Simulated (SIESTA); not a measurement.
TiC under changes of volume

One of the cells (10.361 Å³/atom); the others are scaled copies at fixed shape and fractional positions:

```
CELL_PARAMETERS angstrom
0.00000 2.18006 2.18006
2.18006 0.00000 2.18006
2.18006 2.18006 0.00000
ATOMIC_POSITIONS crystal
Ti 0.00000 0.00000 0.00000
C 0.50000 0.50000 0.50000
```

The cell is a database's computed one.

```yaml
Program: SIESTA 5.4.2
Functional: PBE
Potentials_or_basis: PseudoDojo 0.4 standard (PBE files)
Basis: DZP (energy shift 0.002 Ry)
Grid_cutoff: 800 Ry
Energy_shift: 0.002 Ry
k_mesh: 11 × 11 × 11
Occupations: fermi-dirac, width 0.05 eV
Spin: no spin polarisation
```

```tsv
volume (Å³/atom)	energy over the lowest point (meV/atom)	pressure (GPa)
9.548	32.00	18.7
9.752	12.67	11.9
9.955	1.45	5.9
10.361	0.00	-4.4
10.564	8.43	-8.8
10.767	?	?
```

Task: What does the run at 10.767 Å³/atom give?

Result: Energy over the lowest point 22.04 meV/atom; pressure -12.7 GPa.

Worked out: A Birch-Murnaghan fit of order 3 (a polynomial in V^(-2/3)) to the other rows has its minimum at 10.18 Å³/atom with B0 = V·E''(V) = 255 GPa and B' = 4.1. It gives 22.19 meV/atom at 10.767 Å³/atom, against the run's 22.04, and -dE/dV = -12.8 GPa, against -12.7.

Energies are extrapolated to zero smearing.

Caveats: semicore shells carry a single zeta, which can move pressures by several GPa and volumes by a few percent; the basis of atomic orbitals isn't converged, which shifts pressures, moduli and gaps.
